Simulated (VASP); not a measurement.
# TiAl (P-6m2) in VASP: further runs

Runs on TiAl. Level: LDA. Tasks: equation of state.

All numbers are computed with VASP 6.6.1; they aren't measurements. Logs are shortened: lines on timing, memory, paths and dates and some standing lists are left out, and cuts for length are marked.

**1. The structure**

Symmetry: P-6m2, No. 187, hexagonal system. The conventional cell has a = 2.812 Å, b = 2.812 Å, c = 4.591 Å, α = 90.00°, β = 90.00°, γ = 120.00°. Around Ti (site symmetry -6m2) lie 6 Al at 2.81 Å and 6 Ti at 2.81 Å. Around Al (site symmetry -6m2) lie 6 Ti at 2.81 Å and 6 Al at 2.81 Å.

The cell comes from a database or a generator and needn't be the stable form of this composition.

**2. Equation of state, LDA, 15.09 Å³/atom (a relaxed cell with its volume scaled by 0.96)**

File INCAR:

```
SYSTEM = TiAl
ALGO = Fast
EDIFF = 1E-6
ENCUT = 520
GGA = CA
ISIF = 2
ISMEAR = -1
LASPH = .True.
LCHARG = .False.
LREAL = .False.
LWAVE = .False.
NELM = 80
PREC = Accurate
SIGMA = 0.05
```

File KPOINTS:

```
k-points
0
Gamma
  10 10 6
  0 0 0
```

File POSCAR:

```
TiAl                                    
1.0
    2.7738187242     -0.0000000000      0.0000000000
   -1.3869093621      2.4021974807      0.0000000000
   -0.0000000000      0.0000000000      4.5290366096
  Ti              Al            
     1     1
Direct
     1.0000000000000000    1.0000000000000000    0.0000000000000000
     0.3333333332999970    0.6666666667000030    0.5000000000000000
```

Potentials or basis: VASP PAW LDA potentials, release 64 (Ti_sv, Al).

Launch:

```console
> cat potpaw_LDA.64/Ti_sv/POTCAR potpaw_LDA.64/Al/POTCAR > POTCAR
> mpirun -np 1 vasp_std > vasp.out
```

OUTCAR:

```text
SYSTEM = TiAl
   EDIFF = 1E-6
   ENCUT = 520
   GGA = CA
   ISIF = 2
   ISMEAR = -1
   LASPH = .True.
   LREAL = .False.
   NELM = 80
   PREC = Accurate

 ion  position               nearest neighbor table
   1  0.000  0.000  0.000-   2 2.77   2 2.77   2 2.77   2 2.77   2 2.77   2 2.77
   2  0.333  0.667  0.500-   1 2.77   1 2.77   1 2.77   1 2.77   1 2.77   1 2.77

  LATTYP: Found a hexagonal cell.
 ALAT       =     2.7738187242
 C/A-ratio  =     1.6327803148

  Lattice vectors:

 A1 = (   2.7738187242,   0.0000000000,   0.0000000000)
 A2 = (  -1.3869093621,   2.4021974807,   0.0000000000)
 A3 = (   0.0000000000,   0.0000000000,   4.5290366096)

Analysis of symmetry for initial positions (statically):
=====================================================================
 Subroutine PRICEL returns:
 Original cell was already a primitive cell.

 Routine SETGRP: Setting up the symmetry group for a
 hexagonal supercell.

 Subroutine GETGRP returns: Found 12 space group operations
 (whereof 12 operations were pure point group operations)
 out of a pool of 24 trial point group operations.

The static configuration has the point symmetry D_3h.

Analysis of symmetry for dynamics (positions and initial velocities):
=====================================================================
 Subroutine PRICEL returns:
 Original cell was already a primitive cell.

 Routine SETGRP: Setting up the symmetry group for a
 hexagonal supercell.

 Subroutine GETGRP returns: Found 12 space group operations
 (whereof 12 operations were pure point group operations)
 out of a pool of 24 trial point group operations.

The dynamic configuration has the point symmetry D_3h.

 Subroutine INISYM returns: Found 12 space group operations
 (whereof 12 operations are pure point group operations),
 and found     1 'primitive' translations

----------------------------------------------------------------------------------------

                                     Primitive cell

  volume of cell :      30.1782

  direct lattice vectors                    reciprocal lattice vectors
     2.773818724  0.000000000  0.000000000     0.360513826  0.208142754  0.000000000
    -1.386909362  2.402197481  0.000000000     0.000000000  0.416285509  0.000000000
     0.000000000  0.000000000  4.529036610     0.000000000  0.000000000  0.220797509

  length of vectors
     2.773818724  2.773818724  4.529036610     0.416285509  0.416285509  0.220797509

  position of ions in fractional coordinates (direct lattice)
     0.000000000  0.000000000  0.000000000
     0.333333333  0.666666667  0.500000000

  ion indices of the primitive-cell ions
   primitive index   ion index
                 1           1
                 2           2

----------------------------------------------------------------------------------------

 KPOINTS: k-points

Automatic generation of k-mesh.
 Grid dimensions read from file:
 generate k-points for:   10   10    6

 Generating k-lattice:

  Cartesian coordinates                     Fractional coordinates (reciprocal lattice)
     0.036051383  0.020814275  0.000000000     0.100000000  0.000000000  0.000000000
     0.000000000  0.041628551  0.000000000     0.000000000  0.100000000  0.000000000
     0.000000000  0.000000000  0.036799585     0.000000000  0.000000000  0.166666667

  Length of vectors
     0.041628551  0.041628551  0.036799585

  Shift w.r.t. Gamma in fractional coordinates (k-lattice)
     0.000000000  0.000000000  0.000000000

 Subroutine IBZKPT returns following result:
 ===========================================

 Found     56 irreducible k-points:

 Following reciprocal coordinates:
            Coordinates               Weight
  0.000000  0.000000  0.000000      1.000000
  0.100000 -0.000000  0.000000      6.000000
  0.200000 -0.000000  0.000000      6.000000
  0.300000 -0.000000  0.000000      6.000000
  0.400000 -0.000000  0.000000      6.000000
  0.500000 -0.000000  0.000000      3.000000
[... 16 lines left out ...]
  0.300000  0.100000  0.166667     24.000000
  0.400000  0.100000  0.166667     24.000000
 [... further k-points ...]
   k-points           NKPTS =     56   k-points in BZ     NKDIM =     56   number of bands    NBANDS=     11
   number of dos      NEDOS =    301   number of ions     NIONS =      2
   total plane-waves  NPLWV =  20736
   dimension x,y,z NGX =    24 NGY =   24 NGZ =   36
   dimension x,y,z NGXF=    48 NGYF=   48 NGZF=   72
   ions per type =               1   1
   NGX,Y,Z   is equivalent  to a cutoff of  14.38, 14.38, 13.21 a.u.
   NGXF,Y,Z  is equivalent  to a cutoff of  28.77, 28.77, 26.43 a.u.
 SYSTEM =  TiAl
   PREC   = accura    normal or accurate (medium, high low for compatibility)
   ISTART =      0    job   : 0-new  1-cont  2-samecut
   ICHARG =      2    charge: 1-file 2-atom 10-const
   ISPIN  =      1    spin polarized calculation?
   LNONCOLLINEAR =      F non collinear calculations
   LSORBIT =      F    spin-orbit coupling
   LASPH  =      T    aspherical Exc in radial PAW
   ENCUT  =  520.0 eV  38.22 Ry    6.18 a.u.   5.16  5.16  8.42*2*pi/ulx,y,z
   NELM   =     80;   NELMIN=  2; NELMDL= -5     # of ELM steps
   EDIFF  = 0.1E-05   stopping-criterion for ELM
   LREAL  =      F    real-space projection
   EDIFFG = 0.1E-04   stopping-criterion for IOM
   NSW    =      0    number of steps for IOM
   IBRION =     -1    ionic relax: 0-MD 1-quasi-New 2-CG
   NFREE  =      0    steps in history (QN), initial steepest desc. (CG)
   ISIF   =      2    stress and relaxation
   ISYM   =      2    0-nonsym 1-usesym 2-fastsym
   POTIM  = 0.5000    time-step for ionic-motion
   TEBEG  =    0.0;   TEEND  =   0.0 temperature during run
   PSTRESS=    0.0 pullay stress
   NELECT =      15.0000    total number of electrons
   NUPDOWN=      -1.0000    fix difference up-down
   EMIN   =  10.00;   EMAX   =-10.00  energy-range for DOS
   EFERMI =   0.00;   METHOD = LEGACY
   ISMEAR =    -1;   SIGMA  =   0.05  broadening in eV -4-tet -1-fermi 0-gaus
   EFERMI_NEDOS =   21; number of points for ismear=-14 and -15
   IALGO  =     68    algorithm
   IMIX   =      4    mixing-type and parameters
     AMIX     =   0.40;   BMIX     =  1.00
     AMIX_MAG =   1.60;   BMIX_MAG =  1.00
  volume/ion in A,a.u.               =      15.09       101.83
  Fermi-wavevector in a.u.,A,eV,Ry     =   1.296804  2.450604 22.880930  1.681701
  Thomas-Fermi vector in A             =   2.428237
   LORBIT       =      0    0 simple, 1 ext, 2 COOP (PROOUT), +10 PAW based schemes
   GGA     = CA    functional components
   LHFCALC =     F    Hartree Fock is set to
   AEXX    =    0.0000 exact exchange contribution
   IVDW    =     0    specifies the selected vdW correction
   LEPSILON=     F    determine dielectric tensor
   LRPA    =     F    only Hartree local field effects (RPA)
 non-spin polarized calculation
 RMM-DIIS sequential band-by-band and
  energy-cutoff  :      520.00
  volume of cell :       30.18
 maximum number of plane-waves:       826
 NGX is ok and might be reduce to    24
   NGX = 11   NGY = 11   NGZ = 17

 number of electron      14.9999997 magnetization

 Free energy of the ion-electron system (eV)
  ---------------------------------------------------
  ext. energy  EPLUGINS =         0.00000000
  ---------------------------------------------------
  free energy    TOTEN  =       -13.24098544 eV

  energy without entropy =      -13.21946033  energy(sigma->0) =      -13.23022289

 E-fermi :   8.6949     XC(G=0): -11.5829

 val. band max:        8.6872269129   @ k =   0.4000   0.1000   0.3333
 cond. band min:       8.7275790871   @ k =   0.2000   0.1000   0.5000
 fundamental gap:      0.0403521741
 Fermi energy:         8.6948647997

 k-point     1 :       0.0000    0.0000    0.0000
  band No.  band energies     occupation
      1     -46.9342      2.00000
      2     -23.6592      2.00000
      3     -23.1057      2.00000
      4     -23.1057      2.00000
      5      -0.6832      2.00000
      6       6.2918      2.00000
      7       6.8785      2.00000
      8      10.0491      0.00000
      9      10.0491      0.00000
     10      11.7398      0.00000
     11      11.7407      0.00000

 k-point     2 :       0.1000   -0.0000    0.0000
  band No.  band energies     occupation
      1     -46.9202      2.00000
      2     -23.6460      2.00000
      3     -23.1862      2.00000
      4     -23.1236      2.00000
      5      -0.4176      2.00000
      6       6.5849      2.00000
      7       6.8841      2.00000
      8       9.7861      0.00000
      9      10.2796      0.00000
     10      11.6612      0.00000
     11      11.8022      0.00000

 k-point     3 :       0.2000   -0.0000    0.0000
  band No.  band energies     occupation
      1     -46.8833      2.00000
      2     -23.6113      2.00000
      3     -23.3936      2.00000
      4     -23.1701      2.00000
      5       0.3629      2.00000
      6       6.8950      2.00000
      7       7.2919      2.00000
      8       9.2326      0.00004
      9      10.9255      0.00000
     10      11.4571      0.00000
     11      12.0122      0.00000
[... 267 lines left out ...]
 k-point    23 :       0.3000    0.1000    0.1667
  band No.  band energies     occupation
      1     -46.8115      2.00000
      2     -23.7474      2.00000
      3     -23.5449      2.00000
      4     -23.2947      2.00000
      5       2.6877      2.00000
      6       6.7404      2.00000
      7       7.8277      2.00000
      8       8.6346      1.53928
      9      10.5584      0.00000
     10      11.6224      0.00000
     11      12.0318      0.00000

 k-point    24 :       0.4000    0.1000    0.1667
  band No.  band energies     occupation
      1     -46.7855      2.00000
      2     -23.8746      2.00000
      3     -23.5204      2.00000
      4     -23.3355      2.00000
      5       4.4238      2.00000
      6       6.2063      2.00000
      7       7.5016      2.00000
      8       7.9264      2.00000
      9      10.2944      0.00000
     10      11.8556      0.00000
     11      12.3178      0.00000

 [... further k-points ...]

------------------------ aborting loop because EDIFF is reached ----------------------------------------

  FORCE on cell =-STRESS in cart. coord.  units (eV):
  Direction    XX          YY          ZZ          XY          YZ          ZX
  --------------------------------------------------------------------------------------
  -------------------------------------------------------------------------------------
  Total        0.9397981      0.9397981      1.1248074      0.0000000      0.0000000      0.0000000
  in kB       49.8944810     49.8944810     59.7167443      0.0000000      0.0000000      0.0000000
  external PRESSURE =      53.1685688 kB  Pullay stress =       0.0000000 kB

 VOLUME and BASIS-vectors are now :
 -----------------------------------------------------------------------------
  energy-cutoff  :      520.00
  volume of cell :       30.18
      direct lattice vectors                 reciprocal lattice vectors
     2.773818724  0.000000000  0.000000000     0.360513826  0.208142754  0.000000000
    -1.386909362  2.402197481  0.000000000     0.000000000  0.416285509  0.000000000
     0.000000000  0.000000000  4.529036610     0.000000000  0.000000000  0.220797509

 POSITION                                       TOTAL-FORCE (eV/Angst)
 -----------------------------------------------------------------------------------
      0.00000      0.00000      0.00000        -0.000000      0.000000      0.000000
     -0.00000      1.60146      2.26452         0.000000      0.000000      0.000000
 -----------------------------------------------------------------------------------
    total drift:                                0.000000     -0.000000      0.000000

  FREE ENERGIE OF THE ION-ELECTRON SYSTEM (eV)
  ---------------------------------------------------
  free  energy   TOTEN  =       -13.2409854412 eV

  energy  without entropy=      -13.2194603347  energy(sigma->0) =      -13.23022289
```

It took 21 s on 1 thread of Intel Xeon Platinum 8488C (Sapphire Rapids), shared host; peak memory 0.15 GiB.

What came out:

```yaml
Free_energy: -13.2410 eV
Pressure: 5.3 GPa
Band_gap_on_the_k_mesh: none (metal or under the smearing width)
```

**3. Equation of state, LDA, 15.40 Å³/atom (a relaxed cell with its volume scaled by 0.98)**

INCAR is that of step 2.

KPOINTS is that of step 2.

File POSCAR:

```
TiAl                                    
1.0
    2.7929491131     -0.0000000000      0.0000000000
   -1.3964745565      2.4187648834      0.0000000000
   -0.0000000000      0.0000000000      4.5602723319
  Ti              Al            
     1     1
Direct
     1.0000000000000000    1.0000000000000000    0.0000000000000000
     0.3333333332999970    0.6666666667000030    0.5000000000000000
```

Potentials or basis: VASP PAW LDA potentials, release 64 (Ti_sv, Al).

Launch:

```console
> cat potpaw_LDA.64/Ti_sv/POTCAR potpaw_LDA.64/Al/POTCAR > POTCAR
> mpirun -np 1 vasp_std > vasp.out
```

Run time: 22 s. Hardware: 1 thread of Intel Xeon Platinum 8488C (Sapphire Rapids), shared host; peak memory 0.15 GiB.

Results (log left out):

- Free energy: -13.2568 eV
- Pressure: 2.7 GPa
- Band gap on the k mesh: none (metal or under the smearing width)

**4. Equation of state, LDA, 15.72 Å³/atom**

INCAR is that of step 3.

KPOINTS is that of step 3.

File POSCAR:

```
TiAl                                    
1.0
    2.8118209633     -0.0000000000      0.0000000000
   -1.4059104816      2.4351083851      0.0000000000
   -0.0000000000      0.0000000000      4.5910859175
  Ti              Al            
     1     1
Direct
     1.0000000000000000    1.0000000000000000    0.0000000000000000
     0.3333333332999970    0.6666666667000030    0.5000000000000000
```

Launch:

```console
> cat potpaw_LDA.64/Ti_sv/POTCAR potpaw_LDA.64/Al/POTCAR > POTCAR
> mpirun -np 1 vasp_std > vasp.out
```

Wall time 23 s (1 thread of Intel Xeon Platinum 8488C (Sapphire Rapids), shared host); peak memory 0.14 GiB.

It converged, with:

```yaml
Free_energy: -13.2623 eV
Pressure: 0.2 GPa
Band_gap_on_the_k_mesh: none (metal or under the smearing width)
```

**5. Equation of state, LDA, 16.03 Å³/atom (a relaxed cell with its volume scaled by 1.02)**

INCAR is that of step 4.

KPOINTS is that of step 4.

File POSCAR:

```
TiAl                                    
1.0
    2.8304428369     -0.0000000000      0.0000000000
   -1.4152214184      2.4512354007      0.0000000000
   -0.0000000000      0.0000000000      4.6214913461
  Ti              Al            
     1     1
Direct
     1.0000000000000000    1.0000000000000000    0.0000000000000000
     0.3333333332999970    0.6666666667000030    0.5000000000000000
```

Launch:

```console
> cat potpaw_LDA.64/Ti_sv/POTCAR potpaw_LDA.64/Al/POTCAR > POTCAR
> mpirun -np 1 vasp_std > vasp.out
```

Run time: 24 s. Hardware: 1 thread of Intel Xeon Platinum 8488C (Sapphire Rapids), shared host; peak memory 0.15 GiB.

Results (log left out):

* Free energy: -13.2586 eV
* Pressure: -2.1 GPa
* Band gap on the k mesh: none (metal or under the smearing width)

**6. Equation of state, LDA, 16.35 Å³/atom (a relaxed cell with its volume scaled by 1.04)**

INCAR is that of step 5.

KPOINTS is that of step 5.

File POSCAR:

```
TiAl                                    
1.0
    2.8488228509     -0.0000000000      0.0000000000
   -1.4244114254      2.4671529597      0.0000000000
   -0.0000000000      0.0000000000      4.6515018711
  Ti              Al            
     1     1
Direct
     1.0000000000000000    1.0000000000000000    0.0000000000000000
     0.3333333332999970    0.6666666667000030    0.5000000000000000
```

Potentials or basis: VASP PAW LDA potentials, release 64 (Ti_sv, Al).

Launch:

```console
> cat potpaw_LDA.64/Ti_sv/POTCAR potpaw_LDA.64/Al/POTCAR > POTCAR
> mpirun -np 1 vasp_std > vasp.out
```

Run time: 25 s. Hardware: 1 thread of Intel Xeon Platinum 8488C (Sapphire Rapids), shared host; peak memory 0.14 GiB.

The run converged. Its results:

- Free energy: -13.2465 eV
- Pressure: -4.1 GPa
- Band gap on the k mesh: none (metal or under the smearing width)

**7. Equation of state, LDA**

Potentials or basis: VASP PAW LDA potentials, release 64 (Ti_sv, Al).

This step only gathers the single runs of the series.

What came out:

| Item | Value |
| --- | --- |
| Equilibrium volume | 15.75 Å³/atom |
| Bulk modulus at fixed shape and positions | 117 GPa |
| Pressure derivative of the bulk modulus | 3.6 (rough: it moves with the points fitted) |

Energy against volume, from the lowest point:
```
volume (Å³/atom)  energy (meV/atom)
          15.089              10.68
          15.403               2.80
          15.718               0.00
          16.032               1.85
          16.346               7.93
```

Caveat: the cell was scaled at fixed shape and fractional positions, which overstates the stiffness of a crystal with free parameters, most of all of layers and chains.
